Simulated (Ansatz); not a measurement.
Runs of Ansatz 0.2.0 on Pt. The structure is hexagonal, space group P6_3/mmc (No. 194). The conventional cell has a = 2.761 Å, b = 2.761 Å, c = 4.792 Å, α = 90.00°, β = 90.00°, γ = 120.00°. Pt (site symmetry -6m2) is surrounded by 12 Pt at 2.76 to 2.88 Å. This isn't the form of Pt at room conditions, which is fcc.

```tsv
task	level	potentials or basis	spin	cell	k mesh	cutoff (eV)	smearing	driver	eos	other keys	mesh quality	gap on the mesh (eV)	pressure (GPa)	moment (μB)
atomic charges	BHLYP	Ansatz PAW	off	as given	8 × 8 × 4	420	fermi-dirac 0.1 eV	chain	-	-	not flagged	none	-1.5	-
electron localisation function	PBEsol	PseudoDojo standard	non-collinear, antiferromagnetic start, SOC	cell strained at random at fixed volume	8 × 8 × 5	1143	cold 0.05 eV	chain	-	-	not flagged	none	-10.4	0.00
electric field gradients	PBE	Ansatz PAW	non-collinear, antiferromagnetic start, SOC	as given	11 × 11 × 6	420	fermi-dirac 0.01 eV	chain	-	-	not flagged	none	-0.2	0.00
density of states	B3LYP+D3(BJ)	Ansatz PAW polarizable	off	as given	7 × 7 × 4	500	fermi-dirac 0.025 eV	chain	-	scf.occupations.method = fermi_dirac; scf.occupations.width = 0.025; …	coarse	none	(a)	-
electric field gradients	PBE	Ansatz PAW	non-collinear, antiferromagnetic start, SOC	as given	11 × 11 × 6	420	fermi-dirac 0.01 eV	-	-	-	not flagged	none	-0.2	0.00
```

Q: Estimate the missing entries.

A: (a) -11.1.

Caveats: some runs use coarse meshes; the thresholds are loose for stress; the starting moments weren't kept (some runs); the potentials were made for another functional, which shifts forces and pressure (some runs); pairwise dispersion overbinds metals, which lowers pressure and volume (some runs).

A k mesh can miss the band edges, and rows without SOC leave out spin-orbit coupling on Pt.

A gap of «none» marks a metal or a gap under the smearing width.
